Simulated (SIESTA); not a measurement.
Ga under changes of volume

One of the cells (18.073 Å³/atom); the others are scaled copies at fixed shape and fractional positions:

```
Ga
1.0
    -1.39357    1.39357    2.32653
     1.39357   -1.39357    2.32653
     1.39357    1.39357   -2.32653
Ga
1
Cartesian
  0.0000 0.0000 0.0000
```

This isn't the form of Ga at room conditions, which is orthorhombic.

* Program: SIESTA 5.4.2
* Functional: PBE
* Potentials or basis: PseudoDojo 0.4 standard (PBE files)
* Basis: DZP (energy shift 0.002 Ry; radii capped at 9.5 bohr)
* Grid cutoff: 800 Ry
* Energy shift: 0.002 Ry
* k mesh: 13 × 13 × 13
* Occupations: fermi-dirac, width 0.05 eV
* Spin: no spin polarisation

| volume (Å³/atom) | energy over the lowest point (meV/atom) | pressure (GPa) |
| --- | --- | --- |
| 16.655 | ? | ? |
| 17.010 | 46.85 | 8.4 |
| 17.364 | 30.13 | 6.3 |
| 18.073 | 9.45 | 3.6 |
| 18.427 | 3.48 | 2.4 |
| 18.781 | 0.00 | 1.0 |

**Question.** What does the run at 16.655 Å³/atom give?

**Answer.** Energy over the lowest point 67.23 meV/atom; pressure 10.0 GPa.

Worked out: A Birch-Murnaghan fit of order 3 (a polynomial in V^(-2/3)) to the other rows has no minimum within the range. It gives 69.09 meV/atom at 16.655 Å³/atom, against the run's 67.23, and -dE/dV = 11.5 GPa, against 10.0.

Energies are extrapolated to zero smearing.

Caveats: semicore shells carry a single zeta, which can move pressures by several GPa and volumes by a few percent; the basis of atomic orbitals isn't converged, which shifts pressures, moduli and gaps.
